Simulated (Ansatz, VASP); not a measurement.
# InSbH2 (InSb wire along [110], 8 atoms a period, H-terminated) in two plane-wave programs

Aim: how closely do two programs agree when they are given the same cell, functional and k mesh? The structure shown is the start of the Ansatz relaxation below; VASP solves that cell, so the two are compared at the walk's first step.

Method: plane waves, with VASP 6.6.1 beside it; single point at PBE, in Ansatz 0.2.0.

## Step 1: Set-up

The cell holds 16 atoms: 4 Sb, 4 In and 8 H. Cell: a = 17.126 Å, b = 14.395 Å, c = 4.688 Å, α = 90.0°, β = 90.0°, γ = 90.0°. Vacuum lies along a and b. The structure's axis is c.

Coordinates:

```cif
data_structure
_symmetry_space_group_name_H-M 'P 1'
_symmetry_Int_Tables_number 1
_cell_length_a 17.1260
_cell_length_b 14.3950
_cell_length_c 4.6881
_cell_angle_alpha 90.000
_cell_angle_beta 90.000
_cell_angle_gamma 90.000
_cell_volume 1155.76
loop_
_atom_site_label
_atom_site_type_symbol
_atom_site_fract_x
_atom_site_fract_y
_atom_site_fract_z
_atom_site_occupancy
Sb1 Sb 0.35532 0.50000 0.00000 1
Sb2 Sb 0.74245 0.50000 0.00000 1
Sb3 Sb 0.54888 0.66284 0.50000 1
Sb4 Sb 0.54888 0.33716 0.50000 1
In5 In 0.45210 0.66284 0.00000 1
In6 In 0.45210 0.33716 0.00000 1
In7 In 0.25854 0.50000 0.50000 1
In8 In 0.64567 0.50000 0.50000 1
H9 H 0.80144 0.59926 0.00000 1
H10 H 0.80144 0.40074 0.00000 1
H11 H 0.19853 0.60096 0.50000 1
H12 H 0.19853 0.39904 0.50000 1
H13 H 0.60788 0.76210 0.50000 1
H14 H 0.60788 0.23790 0.50000 1
H15 H 0.39209 0.76380 0.00000 1
H16 H 0.39209 0.23620 0.00000 1
```

## Step 2: Ansatz: relaxation, PBE

Ansatz runs on its PAW soft_1 files.

The two programs are compared at the cell with which this relaxation starts, whose forces are those of its first step.

File input.yaml:

```yaml
crystal:
  lattice:
    - [17.126, 0.0, 0.0]
    - [0.0, 14.395, 0.0]
    - [0.0, 0.0, 4.6881179593]
  atoms:
    - { symbol: Sb, position: [0.355318433, 0.499994644, 0.0] }
    - { symbol: In, position: [0.452101102, 0.662833058, 0.0] }
    - { symbol: In, position: [0.452101102, 0.337156229, 0.0] }
    - { symbol: Sb, position: [0.742449111, 0.499994644, 0.0] }
    - { symbol: H, position: [0.801444964, 0.599256124, 0.0] }
    - { symbol: H, position: [0.801444964, 0.400733163, 0.0] }
    - { symbol: H, position: [0.198528553, 0.60095775, 0.5] }
    - { symbol: H, position: [0.198528553, 0.399031537, 0.5] }
    - { symbol: In, position: [0.258535763, 0.499994644, 0.5] }
    - { symbol: Sb, position: [0.548883772, 0.662833058, 0.5] }
    - { symbol: Sb, position: [0.548883772, 0.337156229, 0.5] }
    - { symbol: H, position: [0.607879625, 0.762094539, 0.5] }
    - { symbol: H, position: [0.607879625, 0.237894748, 0.5] }
    - { symbol: In, position: [0.645666442, 0.499994644, 0.5] }
    - { symbol: H, position: [0.392093892, 0.763796164, 0.0] }
    - { symbol: H, position: [0.392093892, 0.236193123, 0.0] }
kpoints:
  mp_grid: { grid: [1, 1, 18] }
scf:
  occupations: { method: fermi_dirac, width: 0.05 }
hamiltonian:
  xc: pbe
  pseudopotentials: { kind: paw, azcp: { folder: soft_1 } }
relax:
  cell: { fix: [a, b, alpha, beta, gamma] }
  max_steps: 45
  f_tol: 0.03
```

Run with:

```
$ ansatz run input.yaml --threads 4 --pin off --max-ram 16384MiB --backend cpu --events-out ev --progress --plain --runs-dir out
```

Numbers of over 12 decimals in the logs are rounded to 6 here.

What it wrote:

```text
Engine: ansatz 0.2.0, aarch64-unknown-linux-gnu
Pseudopotentials: kind: paw
Pseudopotential: Sb, paw, valence charge 15, recommended cutoff 420 eV (normal), soft_1/Sb.paw.azcp
Pseudopotential: In, paw, valence charge 13, recommended cutoff 420 eV (normal), soft_1/In.paw.azcp
Pseudopotential: H, paw, valence charge 1, recommended cutoff 420 eV (normal), soft_1/H.paw.azcp
Functional definition: PBE
  parameter kappa = 0.804
  parameter beta = 0.066725
  exchange = pbe_x(kappa = kappa, mu = beta*pi^2/3)
  correlation = pbe_c(beta = beta)
Crystal: 16 atoms, lattice volume = 1155.756 Å³
Basis set: ecut = 420 eV, 22555 PW (Γ), exchange–correlation on 240×200×64 points (8 copies of the dense FFT grid, shifted against one another)
Bands: 76, of which v1, the nominal top of the filled ones, is band 60 counted from 1 (59 counted from 0)
Symmetry: 4 space group operations
Space group: Pmm2 (ITA 25), of the structure as read, at distance tolerance 1.0e-4 Å
k-points: 10 of 18
Non-local potential: Sb, projectors of the file, l = 0: 2, l = 1: 2, l = 2: 2, l = 3: 1
Non-local potential: In, projectors of the file, l = 0: 2, l = 1: 2, l = 2: 2, l = 3: 1
Non-local potential: H, projectors of the file, l = 0: 2, l = 1: 1
PAW form: soft (Blöchl's): semilocal exchange-correlation on the pseudo side does not see the compensation charge
PAW one-centre angular grid: Sb, 590 points (default); XC on 64 Gauss nodes
PAW one-centre angular grid: In, 590 points (default); XC on 64 Gauss nodes
PAW one-centre angular grid: H, 110 points (default); XC on 64 Gauss nodes
Initial density: superposition of atomic densities (neutral atoms: chi_scale 0, normalization atom)
Initial wavefunctions: pseudopotential atomic-orbital guess
Functional: x = pbe(κ = 0.804, μ = 0.219515), c = pbe(β = 0.066725)
SCF iter   1: F=—  HF=-48456.022104 eV  |F-HF|=—  |Δ(HF+E_count)|=         —  Δρ=2.53e-2  dr2=9.86e0  ethr=3.10e-3  ⟨swp⟩=8.6  Hψ=3642  notcnv=0  defer=7
preconditioner: auto → Resta (q_TF=auto, 1.870 Å⁻¹)  ε∞=1.6  [insulator: Δε(μ)=1.523 eV  Ē_g=12.602 eV  σ=0.050 eV  W_gap=1.00  n_scr=128 (ndim 8)  ℏωp=9.8 eV  f_vac=0.611  D(μ)=0.00/eV (n_scr^D=0)  ε∞_Penn≈1.6  vacuum switching on, ρ_ref=1.2e-2 e/Å³]
SCF iter   2: F=—  HF=-48453.574804 eV  |F-HF|=—  |Δ(HF+E_count)|=    2.45e0  Δρ=9.24e-3  dr2=1.92e0  ethr=3.10e-3  ⟨swp⟩=3.3  Hψ=1388  notcnv=0  defer=100
SCF iter   3: F=—  HF=-48453.284297 eV  |F-HF|=—  |Δ(HF+E_count)|=   2.91e-1  Δρ=4.86e-3  dr2=6.06e-1  ethr=1.60e-3  ⟨swp⟩=3.7  Hψ=1167  notcnv=0  defer=77
SCF iter   4: F=—  HF=-48453.170904 eV  |F-HF|=—  |Δ(HF+E_count)|=   1.13e-1  Δρ=1.27e-3  dr2=2.82e-2  ethr=5.05e-4  ⟨swp⟩=3.6  Hψ=1166  notcnv=0  defer=76
SCF iter   5: F=—  HF=-48453.171713 eV  |F-HF|=—  |Δ(HF+E_count)|=   8.09e-4  Δρ=5.13e-4  dr2=4.58e-3  ethr=2.35e-5  ⟨swp⟩=2.2  Hψ=962  notcnv=0  defer=76
SCF iter   6: F=—  HF=-48453.171706 eV  |F-HF|=—  |Δ(HF+E_count)|=   7.18e-6  Δρ=2.15e-4  dr2=5.03e-4  ethr=3.82e-6  ⟨swp⟩=2.0  Hψ=1083  notcnv=0  defer=76
SCF iter   7: F=—  HF=-48453.171971 eV  |F-HF|=—  |Δ(HF+E_count)|=   2.65e-4  Δρ=6.12e-5  dr2=4.20e-5  ethr=4.19e-7  ⟨swp⟩=2.0  Hψ=877  notcnv=0  defer=76
SCF iter   8: F=—  HF=-48453.171953 eV  |F-HF|=—  |Δ(HF+E_count)|=   1.77e-5  Δρ=1.50e-5  dr2=7.65e-6  ethr=3.50e-8  ⟨swp⟩=2.0  Hψ=961  notcnv=0  defer=76
SCF iter   9: F=—  HF=-48453.171955 eV  |F-HF|=—  |Δ(HF+E_count)|=   2.30e-6  Δρ=6.81e-6  dr2=1.18e-6  ethr=6.38e-9  ⟨swp⟩=2.0  Hψ=833  notcnv=0  defer=76
SCF iter  10: F=-48453.171956 eV  HF=-48453.171956 eV  |F-HF|=1.18e-7  |Δ(HF+E_count)|=   5.26e-7  Δρ=2.63e-6  dr2=9.44e-8  ethr=8.33e-11  ⟨swp⟩=4.0  Hψ=2981  notcnv=0
SCF 1 converged in 10 iterations: F = -48453.171956 eV  dr2 = 9.44e-8
  greatest PAW one-centre occupation: 0.995 electrons in one spin orbital (limit 2), on the Sb atom at site 3 (counted from 0), in its partial waves of l = 2
relax step   1: F+E_penalty+E_count = -48453.17195580 eV  Δ(F+E_penalty+E_count) = +0.000e0 eV  max|allowed force component| = 7.824e-1 eV/Å  Δτ_max = 0.0000 Å  P = -0.267 GPa  Ω = 1155.756 Å³  fix = [a, b, alpha, beta, gamma]  reactions: a -0.353, b -0.797 GPa  (10 SCF iters, dr2 threshold 1.00e-7 eV, accepted)
[...]
relax step   4: F+E_penalty+E_count = -48453.54578596 eV  Δ(F+E_penalty+E_count) = -2.938e-2 eV  max|allowed force component| = 6.709e-2 eV/Å  Δτ_max = 0.1032 Å  P = +0.042 GPa  Ω = 1179.484 Å³  energy of the carried Pulay correction = -2.080e-3 eV  fix = [a, b, alpha, beta, gamma]  reactions: a -0.010, b +0.086 GPa  (7 SCF iters, dr2 threshold 1.60e-6 eV, accepted)
[...]
relax step   5: F+E_penalty+E_count = -48453.54831085 eV  Δ(F+E_penalty+E_count) = -2.525e-3 eV  max|allowed force component| = 1.792e-2 eV/Å  Δτ_max = 0.0489 Å  P = +0.002 GPa  Ω = 1183.620 Å³  energy of the carried Pulay correction = -2.438e-3 eV  fix = [a, b, alpha, beta, gamma]  reactions: a +0.003, b -0.007 GPa  (7 SCF iters, dr2 threshold 2.81e-7 eV, accepted)
[...]
relax step   6: F+E_penalty+E_count = -48453.55100381 eV  Δ(F+E_penalty+E_count) = -2.693e-3 eV  max|allowed force component| = 1.796e-2 eV/Å  Δτ_max = 0.0000 Å  P = +0.003 GPa  Ω = 1183.620 Å³  fix = [a, b, alpha, beta, gamma]  reactions: a +0.003, b -0.006 GPa  stress off target by 1.35e-2 GPa on what of the cell is left free  SCF on the basis re-selected at this cell (its energy is not comparable with the rows above)  (7 SCF iters)
basis re-selected at this cell: Δ(F+E_penalty+E_count) = -2.693e-3 eV, ΔP = +0.001 GPa vs the last step (what re-selecting the basis moved, of the pressure what is left beyond the Pulay correction that the steps carried, after the strain that the cell walked since its last selection, with what the two solves' SCF thresholds leave and, on support functions, any second-order correction that the steps lacked; it is no measure of the basis error at this ecutwfc). The dense FFT grid was sized anew with the basis: this SCF ran on 120×100×36 points, the steps before it on 120×100×32, so part of this shift can come from that change (see relax.cell in the input reference). [rest of the remark cut]
SCF converged after 7 iterations
Free energy (F): -48453.551004 eV
Harris-Foulkes:  -48453.551004 eV  (|F-HF|=8.71e-9)
Internal energy: -48453.550996 eV  (E = F + TS)
E sigma→0 (E₀):  -48453.551000 eV
Entropy (-TS):   -0.000007 eV (-0.000 meV/atom)
Fermi energy:    -1.519317 eV
--- Per-component energies (eV) ---
  E_band       = -2105.579146
  E_kinetic    = 1624.518218
  E_local      = -43214.800096  (includes V_loc(G=0)·N_el)
  E_nonlocal   = 2876.274709
  E_hartree    = 19984.623756
  E_xc         = -1027.740880
  E_vxc        = -798.641167  (∫ρ·V_xc dr)
  E_paw        = -35027.543092  (= ΣΔE_a)
  E_vpaw       = -2562.172584  (= ΣTr[D̂ρ^β])
  E_aug_tail   = -0.005820  (compensation charges beyond the density's cutoff)
  E_ewald      = 6331.122208
  E_smearing   = -0.000007  (= −TS)
  E_closure    = 0.000000  (closes the sum)
  Σ components = -48453.551004   (vs F -48453.551004, Δ=0.00e0)
--- Forces (eV/Å), atoms counted from 1 ---
  atom   1  Sb    -0.01796011     0.00000000     0.00000000
  atom   2  In     0.01271784     0.00649105     0.00000000
  atom   3  In     0.01271784    -0.00649105     0.00000000
  atom   4  Sb    -0.00687258     0.00000000     0.00000000
  atom   5  H      0.00797402     0.00638291     0.00000000
  atom   6  H      0.00797402    -0.00638291     0.00000000
  atom   7  H      0.00259026    -0.00146803     0.00000000
  atom   8  H      0.00259026     0.00146803     0.00000000
  atom   9  In    -0.00898045     0.00000000     0.00000000
  atom  10  Sb    -0.01092918    -0.01716350     0.00000000
  atom  11  Sb    -0.01092918     0.01716350     0.00000000
  atom  12  H      0.00752113    -0.01117504     0.00000000
  atom  13  H      0.00752113     0.01117504     0.00000000
  atom  14  In     0.01047210    -0.00000000     0.00000000
  atom  15  H     -0.00820298     0.00287927     0.00000000
  atom  16  H     -0.00820298    -0.00287927     0.00000000
  max |Σ_I F_I| component: 1.12e-6 eV/Å
--- Stress (GPa, compression-positive) ---
        0.003488       0.000000       0.000000
        0.000000      -0.006475       0.000000
        0.000000       0.000000       0.013477
  P = ⅓ Tr σ = 0.0035 GPa (0.035 kbar)
--- Relaxed structure (5 steps of the walk, 5 accepted, 1 SCFs on fresh bases) ---
  F+E_penalty+E_count = -48453.55100381 eV   max|allowed force component| = 1.796e-2 eV/Å   (the final SCF, on the basis selected at the relaxed cell)
  cell:  # Å, volume = 1183.6201 Å³
    - [17.126, 0.0, 0.0]
    - [0.0, 14.395, 0.0]
    - [0.0, 0.0, 4.801144]
  atoms:
    - { symbol: Sb, position: [0.355230, 0.500000, 0.0] }
    - { symbol: In, position: [0.445511, 0.662762, 0.0] }
    - { symbol: In, position: [0.445511, 0.337238, 0.0] }
    - { symbol: Sb, position: [0.733158, 0.500000, 0.0] }
    - { symbol: H, position: [0.799668, 0.588583, 0.0] }
    - { symbol: H, position: [0.799668, 0.411417, 0.0] }
    - { symbol: H, position: [0.212131, 0.608002, 0.5] }
    - { symbol: H, position: [0.212131, 0.391998, 0.5] }
    - { symbol: In, position: [0.257704, 0.500000, 0.5] }
    - { symbol: Sb, position: [0.542141, 0.658049, 0.5] }
    - { symbol: Sb, position: [0.542141, 0.341951, 0.5] }
    - { symbol: H, position: [0.607895, 0.748257, 0.5] }
    - { symbol: H, position: [0.607895, 0.251743, 0.5] }
    - { symbol: In, position: [0.638317, 0.500000, 0.5] }
    - { symbol: H, position: [0.402365, 0.772290, 0.0] }
    - { symbol: H, position: [0.402365, 0.227710, 0.0] }
```

[end of part 1 of 2]

[Lines on the potential files, build, host, timing and source positions are cut from VASP's logs without a mark.]

[Logs are printed without paths, hosts, clocks, repeated set-up lines and the standing remarks that a program may print on its own settings, such as how far it seeks lower states.]

[Hosts, paths, dates, database ids (printed as entryN), source tags and the programs' standing remarks are cut or masked in the printed files.]
